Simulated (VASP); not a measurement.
The system is PbSe (Clausthalite).

```
Pb Se
1.0
     0.00000    3.06065    3.06065
     3.06065    0.00000    3.06065
     3.06065    3.06065    0.00000
Pb Se
1 1
Cartesian
  0.0000 0.0000 0.0000
  3.0606 3.0606 3.0606
```

Base run:

- Program: VASP 6.6.1
- Functional: TPSS
- Potentials or basis: VASP PAW PBE potentials, release 64 (Pb_d, Se)
- Cutoff: 520 eV
- k mesh: 8 × 8 × 8
- Occupations: fermi-dirac, width 0.05 eV
- Spin: no spin polarisation

Its results: band gap on the k mesh 0.32 eV, direct; pressure 1.9 GPa.

**Question.** The run is repeated on the same cell with these changes: functional from TPSS to PBEsol; occupations from fermi-dirac, width 0.05 eV to gaussian, width 0.02 eV. What comes out?

**Answer.** Band gap on the k mesh 0.20 eV, direct; pressure -0.5 GPa.

Caveats: the PAW data sets were made with another functional, which shifts forces and pressure a little; spin-orbit coupling is left out, which as a rule narrows the gap of such compounds by several tenths of an eV.
